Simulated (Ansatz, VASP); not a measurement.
**One calculation of V, two programs**

```
CELL_PARAMETERS angstrom
-1.52949 1.52949 1.51435
1.52949 -1.52949 1.51435
1.52949 1.52949 -1.51435
ATOMIC_POSITIONS crystal
V 0.00000 0.00000 0.00000
```

Change from the starting cell: strain = 0.01.

Alike in both runs: task single point; functional PBE; k mesh 9 × 9 × 9; occupations fermi-dirac, width 0.05 eV; collinear spin.

|  | VASP | Ansatz |
| --- | --- | --- |
| version | VASP 6.6.1 | Ansatz 0.2.0 |
| potentials or method | VASP PAW PBE potentials, release 64 (V_sv), cutoff 520 eV | all-electron LAPW, scalar-relativistic |

VASP gave:

| Item | Value |
| --- | --- |
| gap on the k mesh at the Fermi level (eV) | none |
| pressure (GPa) | -8.3 |
| largest component of the traceless stress (GPa) | 0.38 |
| net moment per atom (μB) | 0.15 |
| size of the moment on the site where the two differ most (μB) | 0.12 |

Problem. Which values does Ansatz return?

Solution. gap on the k mesh at the Fermi level (eV): none; pressure (GPa): -8.5; largest component of the traceless stress (GPa): 0.39; net moment per atom (μB): 0.16; size of the moment on the site where the two differ most (μB): 0.13.

Site moments also hang on the region over which each program counts them. A gap of «none» marks a metal or a gap that the smearing closes. Ansatz ran all-electron here, so the differences hold the error of VASP's frozen core and of both bases.

Caveats: the k mesh is thin for a metal, which can move the energy by tens of meV per atom (Ansatz); the starting moments weren't kept (Ansatz).
